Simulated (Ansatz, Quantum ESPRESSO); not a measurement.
This is a calculation of TiNi for Quantum ESPRESSO 7.5 (ASE script). The cell comes from a database or a generator and needn't be the stable form of this composition.

File run.py:

```python
import numpy as np
from ase.calculators.espresso import Espresso, EspressoProfile
from ase import Atoms

atoms = Atoms(['Ni', 'Ti'],
              cell=[[2.735803, 0.0, 0.0], [0.0, 2.735803, 0.0], [0.0, 0.0, 3.58141]],
              scaled_positions=[[0.0, 0.0, 0.0], [0.5, 0.5, 0.5]],
              pbc=True)
atoms.set_initial_magnetic_moments([1.0, 1.0])

input_data = {
    'control': {'calculation': 'scf', 'prefix': 'pwscf', 'outdir': './tmp', 'tprnfor': True, 'tstress': True, 'disk_io': 'nowf'},
    'system': {'ecutwfc': 45.0, 'ecutrho': 360.0, 'nbnd': 25, 'occupations': 'smearing', 'smearing': 'fd', 'degauss': 0.00367493, 'nspin': 2},
    'electrons': {'conv_thr': 4e-10, 'electron_maxstep': 120, 'mixing_beta': 0.3},
}
pseudopotentials = {'Ti': 'ti_pbesol_v1.4.uspp.F.UPF', 'Ni': 'ni_pbesol_v1.4.uspp.F.UPF'}
profile = EspressoProfile(command='mpirun -n 2 pw.x -nk 2', pseudo_dir='pseudo')
dft = Espresso(profile=profile, input_data=input_data, pseudopotentials=pseudopotentials, kpts=(10, 10, 8), koffset=(0, 0, 0))
atoms.calc = dft

print(f'energy {atoms.get_potential_energy():.8f} eV')
print('forces (eV/A)')
print(np.round(atoms.get_forces(), 6))
print('stress (eV/A^3, Voigt)')
print(np.round(atoms.get_stress(), 8))
print(f'Fermi level {dft.get_fermi_level():.4f} eV')
```

Potentials or basis: GBRV 1.5 PBEsol.

The run is started by

```console
$ OMP_NUM_THREADS=1 python run.py
```

**Question.** Set up the same calculation for Ansatz 0.2.0. Potentials or basis there: all-electron LAPW, scalar-relativistic.

**Answer.** As run (cutoffs and basis follow the program's own potentials, and thresholds, step limits or extra output files can differ):

Contents of input.yaml:

```yaml
crystal:
  lattice:
    - [2.735803, 0.0, 0.0]
    - [0.0, 2.735803, 0.0]
    - [0.0, 0.0, 3.58141]
  atoms:
    - { symbol: Ni, position: [0.0, 0.0, 0.0], spin: 1.0 }
    - { symbol: Ti, position: [0.5, 0.5, 0.5], spin: 1.0 }
kpoints:
  mp_grid: { grid: [10, 10, 8] }
scf:
  occupations: { method: fermi_dirac, width: 0.05 }
hamiltonian:
  xc: pbesol
  pseudopotentials: { kind: all_electron, lapw: { basis_error: 0.001 } }
magnetization:
  spin_polarized: true
output:
  forces: true
  stress: true
  eigenvalues: true
```

Potentials or basis: all-electron LAPW, scalar-relativistic.

The run is started by

```console
$ ansatz run input.yaml --threads 2 --pin off --max-ram 6144MiB --backend cpu --events-out ev --progress --plain --runs-dir out
```

Both were run:

|  | Quantum ESPRESSO | Ansatz |
| --- | --- | --- |
| Pressure | -6.3 GPa | -6.3 GPa |
| Net moment | 0.00 μB per cell | 0.00 μB per cell |
| Absolute moment | 0.00 μB per cell | 0.00 μB per cell |

Where Ansatz's input types no cutoff or centring, it takes its own default and a Γ-centred mesh.

The magnetic state is the one that the start led to; the real crystal's order can differ.

Pressure is positive in compression.
